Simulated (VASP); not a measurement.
A run of VASP 6.6.1 is set up as follows.

Contents of INCAR:

```
ALGO = Fast
EDIFF = 1E-7
EDIFFG = -0.005
ENCUT = 600
GGA = PE
IBRION = 2
ISIF = 3
ISMEAR = 0
ISPIN = 2
LASPH = T
LCHARG = F
LMAXMIX = 4
LORBIT = 11
LREAL = F
LWAVE = F
MAGMOM = 0 0 1
NELM = 100
NSW = 90
PREC = Accurate
SIGMA = 0.1
```

KPOINTS

```
k-points
0
Gamma
  14 14 14
```

File POSCAR:

```
Si2Ni
1.0
    0.0000000000      2.6931550400      2.6931550400
    2.6931550400      0.0000000000      2.6931550400
    2.6931550400      2.6931550400      0.0000000000
Si Ni
2 1
Direct
    0.2500000000      0.2500000000      0.2500000000
    0.7500000000      0.7500000000      0.7500000000
    0.0000000000      0.0000000000      0.0000000000
```

Potentials or basis: VASP PAW PBE potentials, release 64 (Si, Ni).

Command:

```bash
$ cat potpaw_PBE.64/Si/POTCAR potpaw_PBE.64/Ni/POTCAR > POTCAR
$ mpirun -np 1 vasp_std > vasp.out
```

(1) Predict the space group after relaxing (to 0.05 Å).

(2) What does it give for the relaxed cell?

(3) What does it give for the band gap on the k mesh?

## Answers

(1) Fm-3m (No. 225).

(2) a = 3.851 Å, b = 3.851 Å, c = 3.851 Å, α = 60.00°, β = 60.00°, γ = 60.00°.

(3) none (metal or under the smearing width).
